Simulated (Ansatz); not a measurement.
**Elastic constants of BaHfO$_{3}$ at 12.0 GPa (stress–strain coefficients): input and output**

All numbers below come from DFT PBEsol, scalar-relativistic, plane waves, PAW (Ansatz 0.2.0).

Launched with:
```bash
ansatz run input.yaml --threads 1 --pin off --max-ram 1228MiB --backend cpu --events-out ev --progress --plain --runs-dir out
```

Input (bare energies are in eV):
```yaml
crystal:
  lattice:
    - [4.0729, 0.0, 0.0]
    - [0.0, 4.0729, 0.0]
    - [0.0, 0.0, 4.0729]
  atoms:
    - { symbol: Ba, position: [0.0, 0.0, 0.0] }
    - { symbol: Hf, position: [0.5, 0.5, 0.5] }
    - { symbol: O, position: [0.5, 0.5, 0.0] }
    - { symbol: O, position: [0.5, 0.0, 0.5] }
    - { symbol: O, position: [0.0, 0.5, 0.5] }
basis:
  ecutwfc: 420
kpoints:
  mp_grid: { grid: [6, 6, 6] }
hamiltonian:
  xc: pbesol
scf:
  occupations: { method: fixed }
output:
  forces: true
  stress: true
  eigenvalues: true
elastic:
  mode: relaxed_ion
  stencil: two_point
```

From the output:
```
--- Elastic constants: 2 strain directions × 2 members + reference (group order 48) ---
  dense FFT box of the reference and of every strained cell: 30×30×30
  strains applied: 11, 23; error gains: componentwise 1.00 (the most a stress slope's error grows in a printed constant), spectral 1.73 (1 for all six strains in a standard setting)
  C = ∂σ_k/∂η_j (tension-positive GPa; Voigt order 11 22 33 23 13 12):
       445.023    108.225    108.225     -0.000     -0.000     -0.000
       108.225    445.023    108.225     -0.000     -0.000     -0.000
       108.225    108.225    445.023     -0.000     -0.000     -0.000
        -0.000     -0.000      0.000     99.807      0.000      0.000
         0.000      0.000     -0.000      0.000     99.807      0.000
        -0.000     -0.000     -0.000      0.000      0.000     99.807
  reference stress σ⁰ (GPa):    -11.968    -11.968    -11.968      0.000     -0.000      0.000
  C* (energy form; C + prestress term) asymmetry max|C*_kj − C*_jk| = 4.263e-14 GPa — a small one proves nothing (zero by symmetry where the batch's group is 432, −43m or m−3m); a large one is finite-difference/SCF noise where every solve ...
  moduli (Voigt/Reuss/Hill, GPa): K = 220.49/220.49/220.49   G = 127.24/119.23/123.24   E = 311.65   ν = 0.264
  mechanically stable: yes (min eigenvalue of sym C = 99.81 GPa)
  strain η (Voigt 11):  stress-route row diagonal C_11 = 445.02 GPa, energy-path curvature d²(F+E_count+ΔE)/dδ²/Ω₀ = 445.14 GPa
         δ    σ_11 (GPa) F (eV) n_scf n_hpsi n_pw
    -2.000e-3     -12.8667      -23152.4553707      11   31879   1357   relax 0 steps, max|allowed force component| 9.78e-29 eV/Å
     2.000e-3     -11.0866      -23152.4754581       8   25777   1357   relax 0 steps, max|allowed force component| 3.79e-29 eV/Å
  strain η (Voigt 23):  stress-route row diagonal C_44 = 99.81 GPa, energy-path curvature d²(F+E_count+ΔE)/dδ²/Ω₀ = 106.68 GPa
         δ    σ_23 (GPa) F (eV) n_scf n_hpsi n_pw
    -2.000e-3      -0.1996      -23152.4657258      10   40458   1357   relax 0 steps, max|allowed force component| 1.89e-30 eV/Å
     2.000e-3       0.1996      -23152.4657258       7   31083   1357   relax 0 steps, max|allowed force component| 1.03e-29 eV/Å
```

It took 33 s on 1 thread of Intel(R) Xeon(R) Platinum 8259CL CPU @ 2.50GHz (Skylake/Cascade Lake), on a shared host, peak memory 0.49 GiB.

The cell is the ideal cubic perovskite prototype; whether it is the stable structure of this composition wasn't checked. Spin–orbit coupling is left out, which can shift energies with elements as heavy as these.